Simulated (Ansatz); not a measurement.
# Au: strain energy, fitted

Au, Fm-3m, a = 4.124 Å. Ansatz: r2SCAN, PAW, 500 eV, Γ-centred 18×18×12 mesh on 2 atoms, Gaussian smearing 0.10 eV; no spin polarisation. Series: equal strain along all axes, cell held, atoms fixed by symmetry; x is the strain in per cent. y is the free energy over the unstrained cell, V0 = 17.539 Å³/atom.

```tsv
x (%)	y (meV/atom)
-3.0	?
-2.0	33.73
-1.0	8.08
0.0	0.00
1.0	7.10
2.0	27.29
3.0	58.66
```

Q: Fit y = c2 x² + c3 x³ to the other rows, turn c2 into a modulus, and predict the missing energy.

A: Least squares on the rows shown. y = 7.6529 x² − 0.38222 x³. In eV per unit strain² c2 is 76.53; the stiffness is B for this strain (E = 9/2 B V0 ε², shape held): 2 × 76.53 × 160.2 / (9 × 17.539) = 155 GPa. At x = -3.0 the fit asked for gives 79.20 meV/atom. The run gave 79.55 meV/atom, so the fit is 0.35 meV/atom too low, 0.44 % of the span of the series, against an rms of 0.15 meV/atom on the fitted rows. The row lies outside the fitted range. With a term in x⁴ added, a fit to the same known rows predicts 80.44 meV/atom, which misses by about as much or more on the other side: the known rows don't fix the higher terms.

Spin–orbit coupling is left out, which can shift energies with elements as heavy as these.